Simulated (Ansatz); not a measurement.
Relaxed bulk ZrC:

```yaml
crystal:
  lattice:
    - [0.00000, 2.35576, 2.35576]
    - [2.35576, 0.00000, 2.35576]
    - [2.35576, 2.35576, 0.00000]
  atoms:
    - { symbol: Zr, position: [0.50000, 0.50000, 0.50000] }
    - { symbol: C, position: [0.00000, 0.00000, 0.00000] }
```

Miller indices refer to the conventional cell of Fm-3m (No. 225), a = 4.712 Å, b = 4.712 Å, c = 4.712 Å, α = 90.00°, β = 90.00°, γ = 90.00°.

The (111) slab of 9 planes, 10.9 Å thick with 15 Å of vacuum as cut; outer planes C (top) and C (bottom).

The calculation used Ansatz 0.2.0, DFT r2SCAN, scalar-relativistic, plane waves, PAW. Settings: cutoff 500 eV, Γ-centred mesh 12×12×1 on the computed 9-atom cell, Gaussian smearing of 0.10 eV; no spin polarisation. A dipole correction removes the field between periodic images along c.

The slab isn't stoichiometric (Zr4C5), so its surface energy depends on the chemical potentials; it is given with the excess atoms taken from the element's standard state, a limit at which the compound may itself be unstable, so the figure can be too low.

Results for the relaxed slab:

```json
{
  "Surface energy with the excess atoms taken from the elements": "7.38 J/m²",
  "Work function": "7.00 eV"
}
```

Relaxation lowers the energy by 0.326 J/m² a face; the largest move is 0.230 Å.

```tsv
plane (bottom to top)	atoms	spacing to next, bulk (Å)	relaxed (Å)	change (%)
1	C	1.360	1.118	-17.8
2	Zr	1.360	1.402	+3.1
3	C	1.360	1.328	-2.3
4	Zr	1.360	1.362	+0.2
5	C	1.360	1.362	+0.2
6	Zr	1.360	1.328	-2.3
7	C	1.360	1.402	+3.1
8	Zr	1.360	1.118	-17.8
9	C
```